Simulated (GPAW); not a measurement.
Si2Ni, 3 atoms in the cell. It takes space group Fm-3m (No. 225, cubic). The conventional cell has a = 5.406 Å, b = 5.406 Å, c = 5.406 Å, α = 90.00°, β = 90.00°, γ = 90.00°. Ni (site symmetry m-3m) is surrounded by 8 Si at 2.34 Å. Si (site symmetry -43m) is surrounded by 4 Ni at 2.34 Å. 

```yaml
Program: GPAW 26.7.0
Task: single point
Functional: PBE
Potentials_or_basis: GPAW PAW data sets (gpaw-data 1.2.1)
Cutoff: 600 eV
Basis: pw
k_mesh: 9 × 9 × 9
Occupations: gaussian, width 0.028 eV
Spin: collinear spin, ferromagnetic start
Starting_moments: "[1.0, 0.0, 0.0] μB"
Maxiter: 150
```

Potentials or basis: GPAW PAW data sets (gpaw-data 1.2.1), pw.

The run is started by

```bash
$ OMP_NUM_THREADS=1 python run.py
```

Hardware: 1 thread of Arm Neoverse V1, on a shared host.

How long does it take, and how much memory?

Run time: 62 s on 1 thread of Arm Neoverse V1, with other jobs on the host, peak memory 0.2 GiB. Counts: scf iterations 12, plane waves 1363, bands 24, k points 35.
